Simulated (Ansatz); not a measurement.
## WC under pressure: fit and missing row

WC, P-6m2, a = 2.898 Å, c = 2.828 Å. Ansatz: PBEsol, PAW, 420 eV, Γ-centred 18×18×14 mesh on 2 atoms, Gaussian smearing 0.10 eV; no spin polarisation. Cell and atoms are relaxed at each pressure, and no other structure is tried, so the rows at high pressure may lie past a change of phase.

```
V (Å³/atom) P (GPa)
      8.774    90.02
      9.309    50.01
      9.738    24.97
          ?    11.98
     10.187     4.00
     10.261     1.01
     10.287    -0.03
     10.312    -1.01
```

**Question.** Take V0 = 10.287 Å³/atom, count pressures from its P0 = -0.03 GPa, fit the third-order Birch–Murnaghan form to the other rows, and predict the missing volume.

**Answer.** With the Eulerian strain f = ½[(V0/V)^(2/3) − 1] and y = (P − P0)/[3f(1 + 2f)^(5/2)], the form is the line y = B0 + 1.5 B0 (B0′ − 4) f. Rows (f, y): 0.05594, 411.6; 0.03443, 410.2; 0.01862, 408.5; 0.00327, 404.2; 0.00084, 411.0; -0.00081, 404.9. Means f = 0.01871, y = 408.40; Σ(Δf)² = 0.002572, ΣΔfΔy = 0.2341; the slope is their ratio. y = 406.7 + 91.03 f GPa, so B0 = 406.7 GPa and B0′ = 4 + 2 × (91.03)/(3 × 406.7) = 4.15. P = 11.98 GPa is met at f = 0.00938 (y = 407.55), so V = V0 (1 + 2f)^(−3/2) = 10.004 Å³/atom. The run gave 10.004 Å³/atom, the same to the digits shown.

The mesh isn't the same in all rows (18×18×14, 18×18×16). Spin–orbit coupling is left out, which can shift energies with elements as heavy as these.